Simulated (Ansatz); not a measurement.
The calculation used DFT PBE, scalar-relativistic, plane waves, PAW in Ansatz 0.2.0. All cells share a 420 eV cutoff and Γ-centred k meshes spaced at most about 0.3 Å⁻¹ (about 0.25 or finer for metals, 2π included). No spin polarisation.

Temperature and zero-point effects are left out.

Task: Order these relaxed structures of In₄Sb₃As by energy, lowest first, with the energy over the lowest of them.
A.

Space group Cmm2 (No. 35). a = 6.049 Å, b = 12.297 Å, c = 6.228 Å, α = 90.00°, β = 90.00°, γ = 90.00°
| atom | site | symmetry | x | y | z |
| --- | --- | --- | --- | --- | --- |
| In | 4e | m.. | 0.5000 | 0.7491 | 0.0561 |
| In | 4e | m.. | 0.5000 | 0.7397 | 0.5571 |
| Sb | 2b | mm2 | 0.5000 | 0.0000 | 0.5809 |
| Sb | 2b | mm2 | 0.5000 | 0.0000 | 0.0416 |
| Sb | 2a | mm2 | 0.0000 | 0.0000 | 0.1106 |
| As | 2a | mm2 | 0.0000 | 0.0000 | 0.5404 |

B.

Space group P3m1 (No. 156). a = 4.604 Å, b = 4.604 Å, c = 15.144 Å, α = 90.00°, β = 90.00°, γ = 120.00°
```json
{"atom": "In", "site": "1a", "symmetry": "3m.", "x": "0.0000", "y": "0.0000", "z": "0.2473"}
{"atom": "In", "site": "1a", "symmetry": "3m.", "x": "0.0000", "y": "0.0000", "z": "0.7603"}
{"atom": "In", "site": "1c", "symmetry": "3m.", "x": "0.6667", "y": "0.3333", "z": "0.9901"}
{"atom": "In", "site": "1c", "symmetry": "3m.", "x": "0.6667", "y": "0.3333", "z": "0.5038"}
{"atom": "Sb", "site": "1a", "symmetry": "3m.", "x": "0.0000", "y": "0.0000", "z": "0.4371"}
{"atom": "Sb", "site": "1c", "symmetry": "3m.", "x": "0.6667", "y": "0.3333", "z": "0.1808"}
{"atom": "Sb", "site": "1c", "symmetry": "3m.", "x": "0.6667", "y": "0.3333", "z": "0.6934"}
{"atom": "As", "site": "1a", "symmetry": "3m.", "x": "0.0000", "y": "0.0000", "z": "0.9382"}
```

C.

Space group P-43m (No. 215). a = 6.526 Å, b = 6.526 Å, c = 6.526 Å, α = 90.00°, β = 90.00°, γ = 90.00°
```csv
atom,site,symmetry,x,y,z
In,4e,.3m,0.2417,0.7583,0.2417
Sb,3c,-42.m,0.0000,0.5000,0.5000
As,1a,-43m,0.0000,0.0000,0.0000
```

Result: C (0 meV/atom), B (13 meV/atom), A (193 meV/atom). Counting As or Sb atoms around In (for each partner element, those within 1.25 times its shortest distance or 1.15 times the sum of covalent radii, where it is the nearest in units of that sum or under 1.3): C has In 4; B has In 4; A has In 2. A holds Sb–Sb chains (shortest 2.87 Å) (bonds between like non-metal atoms; other contacts aren't counted). All come from invented guesses. Shaken at random and relaxed again, C came back.

The k mesh leaves some 4 meV/atom of noise in the energy of each metallic cell. Spin–orbit coupling, which can matter for Sb, is left out. Cells without such a test can be saddle points. Some candidate types were left out of the draw beforehand, so a known form may be missing.
